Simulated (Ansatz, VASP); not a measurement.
**Two plane-wave programs on MnS**

```
Mn S
1.0
     0.00000    2.60450    2.60450
     2.60450    0.00000    2.60450
     2.60450    2.60450    0.00000
Mn S
1 1
Direct
  0.00000 0.00000 0.00000
  0.49808 0.49808 0.50192
```

Alike in both runs: task single point; functional PBE; k mesh 11 × 11 × 11; occupations fermi-dirac, width 0.02 eV; collinear spin.

```csv
,VASP,Ansatz
version,VASP 6.6.1,Ansatz 0.2.0
potentials or method,"VASP PAW PBE potentials, release 64 (Mn_pv, S)","scalar-relativistic, plane waves, PAW"
plane-wave cutoff (eV),520,600
valence electrons in the cell,19,21
```

|  | VASP | Ansatz | Ansatz less VASP |
| --- | --- | --- | --- |
| rms of the force components (eV/Å) | 0.014 | 0.014 | -0.0001 |
| net moment per atom (μB) | 2.36 | 2.36 | -0.001 |
| size of the moment on the site where the two differ most (μB) | 4.26 | 4.21 | -0.053 |

Site moments also hang on the region over which each program counts them. Atom by atom the forces differ by 0.000 eV/Å (rms over components). The two sets of potentials don't hold the same shells in valence.

Caveats: a cell with one magnetic atom can't hold antiferromagnetic order, which such compounds often take.
